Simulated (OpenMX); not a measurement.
## P in OpenMX: convergence with VNA

Input of the first run (VNA 1 3); the others differ in this setting and in those tied to it:

File P.dat:

```
System.CurrrentDirectory             ./
System.Name                          P
DATA.PATH                            ./DFT_DATA13
level.of.stdout                      1
level.of.fileout                     0
Species.Number                       1
<Definition.of.Atomic.Species
  P   P7.0-s2p2d1            P_CA13
Definition.of.Atomic.Species>

Atoms.Number                         4
Atoms.SpeciesAndCoordinates.Unit     AU
<Atoms.SpeciesAndCoordinates
    1  P     3.1256529700   -8.3767599552    5.0208648551   2.500  2.500
    2  P     3.0539799076    8.2407477737    3.5169872179   2.500  2.500
    3  P     3.0660676141   -1.9664862204    0.7825143725   2.500  2.500
    4  P     3.1540569006    2.0043259040    7.7904124373   2.500  2.500
Atoms.SpeciesAndCoordinates>

Atoms.UnitVectors.Unit               AU
<Atoms.UnitVectors
     3.1137832283  -10.3274245612    0.0000000000
     3.1137832283   10.3274245612    0.0000000000
     0.0000000000    0.0000000000    8.5862268752
Atoms.UnitVectors>

scf.XcType                           LDA
scf.SpinPolarization                 off
scf.ElectronicTemperature            580.226
scf.energycutoff                     300.0
scf.maxIter                          100
scf.EigenvalueSolver                 band
scf.Kgrid                            7 7 5
scf.Mixing.Type                      rmm-diisk
scf.Init.Mixing.Weight               0.05
scf.Min.Mixing.Weight                0.001
scf.Max.Mixing.Weight                0.3
scf.Mixing.History                   25
scf.Mixing.StartPulay                8
scf.criterion                        1.0e-8
scf.stress.tensor                    on
MD.Type                              nomd
scf.BufferL.VNA                      1
scf.RadialF.VNA                      3
```

Potentials or basis: OpenMX 2013 LDA set, P7.0-s2p2d1, grid cutoff 300 Ry.

Command:

```console
$ openmx P.dat -nt 1 > P.std
```

The cell isn't the ideal one: atoms moved at random, drawn with an rms of 0.05 Å.

Hardware: 1 thread of AMD EPYC 9R45 96-Core Processor (Zen 5) (shared host).

The values tried are 1 3, 2 4, 3 6, 4 8, 5 10, 6 12, 6 16, loosest first. From which on does the energy stay within 1 meV/atom of the tightest run that finished?

From 6 12 on.

| VNA | energy less the tightest run, at zero smearing (meV/atom) | pressure (GPa) | largest force (eV/Å) | gap on the mesh (eV) | SCF cycles | CPU time (s) | peak memory (GiB) |
| --- | --- | --- | --- | --- | --- | --- | --- |
| 1 3 | 56.27 | 1.88 | 1.349 | 0.168 | 18 | 36 | 0.32 |
| 2 4 | 16.40 | 0.83 | 1.302 | 0.177 | 18 | 38 | 0.33 |
| 3 6 | 1.88 | 0.79 | 1.300 | 0.191 | 18 | 38 | 0.36 |
| 4 8 | -2.66 | 0.73 | 1.283 | 0.189 | 18 | 41 | 0.37 |
| 5 10 | -1.12 | 0.75 | 1.278 | 0.188 | 18 | 45 | 0.38 |
| 6 12 | 0.14 | 0.77 | 1.278 | 0.188 | 18 | 47 | 0.44 |
| 6 16 | 0.00 | 0.77 | 1.278 | 0.188 | 18 | 51 | 0.5 |

Against the tightest run, the pressure stays within 0.1 GPa from 2 4 on; the largest force stays within 0.005 eV/Å from 4 8 on; the gap on the mesh stays within 0.01 eV from 3 6 on. The tightest run that finished is the yardstick and may itself not be fully converged.

Caveat, for the tightest run too: an odd mesh through Γ misses points on the zone boundary, where band edges often lie; the basis of atomic orbitals isn't converged, which shifts pressures, moduli and gaps.
